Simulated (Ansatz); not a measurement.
# Ca: convergence and cost

This session on Ca sets out to sweep the plane-wave cutoff.

Computed with Ansatz 0.2.0 (DFT PBE, scalar-relativistic, plane waves, PAW, unless a step's input says otherwise).

1 further run of the same task is left out (it didn't finish).

### Step 1. The structure to begin with

The structure is orthorhombic, space group Cmcm (No. 63). Conventional cell: a = 3.943 Å, b = 6.791 Å, c = 6.509 Å, α = 90.00°, β = 90.00°, γ = 90.00°. Ca (site symmetry m2m) has 12 Ca at 3.93 to 3.98 Å as nearest neighbours.

Coordinates:

```
Ca
1.0
     1.97128   -3.39549    0.00000
     1.97128    3.39549    0.00000
     0.00000    0.00000    6.50911
Ca
2
Direct
  0.83559 0.16441 0.25000
  0.16441 0.83559 0.75000
```

The structure comes from the Materials Project (structure only); it is used as listed.

### Step 2. The base input

Input file input.yaml:

```yaml
crystal:
  lattice:
    - [1.971275995, -3.39549018, 0.0]
    - [1.971275995, 3.39549018, 0.0]
    - [0.0, 0.0, 6.50911174]
  atoms:
    - { symbol: Ca, position: [0.8355866, 0.1644134, 0.25] }
    - { symbol: Ca, position: [0.1644134, 0.8355866, 0.75] }
basis:
  ecutwfc: 420
kpoints:
  mp_grid: { grid: [12, 12, 8] }
hamiltonian:
  xc: pbe
scf:
  occupations: { method: gaussian, width: 0.1 }
output:
  forces: true
  stress: true
  eigenvalues: true
  populations: true
```

It was run beforehand and gave: -1816.8545 eV/atom at zero smearing, pressure -0.47 GPa, largest force 0.016 eV/Å, no gap on the mesh, in 6 SCF cycles and 6.3 s.

### Step 3. Plane-wave cutoff: 200 eV

Input file input.yaml:

```yaml
crystal:
  lattice:
    - [1.971275995, -3.39549018, 0.0]
    - [1.971275995, 3.39549018, 0.0]
    - [0.0, 0.0, 6.50911174]
  atoms:
    - { symbol: Ca, position: [0.8355866, 0.1644134, 0.25] }
    - { symbol: Ca, position: [0.1644134, 0.8355866, 0.75] }
basis:
  ecutwfc: 200
kpoints:
  mp_grid: { grid: [12, 12, 8] }
hamiltonian:
  xc: pbe
scf:
  occupations: { method: gaussian, width: 0.1 }
output:
  forces: true
  stress: true
  eigenvalues: true
```

### Step 4. Plane-wave cutoff set to 250 eV

input.yaml, as its differences from that of step 3:

```diff
@@ -9,3 +9,3 @@
 basis:
-  ecutwfc: 200
+  ecutwfc: 250
 kpoints:
```

### Step 5. Plane-wave cutoff: 300 eV

input.yaml, as its differences from that of step 4:

```diff
@@ -9,3 +9,3 @@
 basis:
-  ecutwfc: 250
+  ecutwfc: 300
 kpoints:
```

### Step 6. Plane-wave cutoff: 350 eV

input.yaml, as its differences from that of step 5:

```diff
@@ -9,3 +9,3 @@
 basis:
-  ecutwfc: 300
+  ecutwfc: 350
 kpoints:
```

### Step 7. Plane-wave cutoff: 500 eV

input.yaml, as its differences from that of step 6:

```diff
@@ -9,3 +9,3 @@
 basis:
-  ecutwfc: 350
+  ecutwfc: 500
 kpoints:
```

### Step 8. Plane-wave cutoff: 600 eV

input.yaml, as its differences from that of step 7:

```diff
@@ -9,3 +9,3 @@
 basis:
-  ecutwfc: 500
+  ecutwfc: 600
 kpoints:
```

(Steps that only read results are left out.)

**Question.** What does this series show?

The runs gave:

| quantity | value |
| --- | --- |
| plane-wave cutoff: within 10 and 1 meV/atom of 600 eV from | 350 eV for 10; 420 eV for 1 |

For the plane-wave cutoff, the energy stays within 1 meV/atom of the reference from 420 eV on, at about 0.76 of the reference's time. The reference is only the best run made, not a proven limit. Much of this error cancels in differences between similar cells. The pressure is off by up to 0.2 GPa. In some runs cutoff or mesh lie under the advised values, so their numbers carry a basis error.
